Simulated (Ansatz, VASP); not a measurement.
**AlN in VASP and in Ansatz**

Contents of INCAR:

```
PREC = Accurate
ENCUT = 520
EDIFF = 1E-6
ISMEAR = 0
SIGMA = 0.05
LREAL = False
LASPH = True
NELM = 80
ALGO = Normal
ISIF = 2
LWAVE = False
LCHARG = False
GGA = PE
NBANDS = 11
```

The input KPOINTS:

```
regular mesh
0
Gamma
  10 10 10
```

File POSCAR:

```
AlN
1.0
    0.0000000000      2.1839935596      2.1839935596
    2.1839935596      0.0000000000      2.1839935596
    2.1839935596      2.1839935596      0.0000000000
Al N
1 1
Direct
   -0.0132177649     -0.0132177649     -0.0132177649
    0.7500000000      0.7500000000      0.7500000000
```

Input for Ansatz:

```yaml
crystal:
  lattice:
    - [0.0, 2.1839935596, 2.1839935596]
    - [2.1839935596, 0.0, 2.1839935596]
    - [2.1839935596, 2.1839935596, 0.0]
  atoms:
    - { symbol: Al, position: [-0.0132177649, -0.0132177649, -0.0132177649] }
    - { symbol: "N", position: [0.75, 0.75, 0.75] }
basis:
  ecutwfc: 420
kpoints:
  mp_grid: { grid: [10, 10, 10] }
hamiltonian:
  xc: pbe
scf:
  occupations: { method: gaussian, width: 0.05 }
output:
  forces: true
  stress: true
  eigenvalues: true
```

Change from the starting cell: all Al atoms moved -0.100 Å, as atom 1 along Cartesian [1 1 1].

Alike in both runs: task single point; functional PBE; k mesh 10 × 10 × 10; occupations gaussian, width 0.05 eV; no spin polarisation.

|  | VASP | Ansatz |
| --- | --- | --- |
| version | VASP 6.6.1 | Ansatz 0.2.0 |
| potentials or method | VASP PAW PBE potentials, release 64 (Al, N) | scalar-relativistic, plane waves, PAW |
| plane-wave cutoff (eV) | 520 | 420 |
| valence electrons in the cell | 8 | 8 |

Ansatz gave:

- gap on the k mesh at the Fermi level (eV): 3.18
- least direct gap on the mesh (eV): 4.02
- pressure (GPa): 6.3
- largest component of the traceless stress (GPa): 5.24
- rms of the force components (eV/Å): 1.074

Task: Which values does VASP return?

Result: gap on the k mesh at the Fermi level (eV): 3.17; least direct gap on the mesh (eV): 4.03; pressure (GPa): 6.1; largest component of the traceless stress (GPa): 5.28; rms of the force components (eV/Å): 1.080.

Atom by atom the forces differ by 0.005 eV/Å (rms over components). With one functional, cell and mesh, what is left measures potentials, basis and numerics.

Caveats: forces of over 1 eV/Å show positions far from the minimum, so gaps and moduli don't describe the material at rest. A k mesh can miss the band edges.
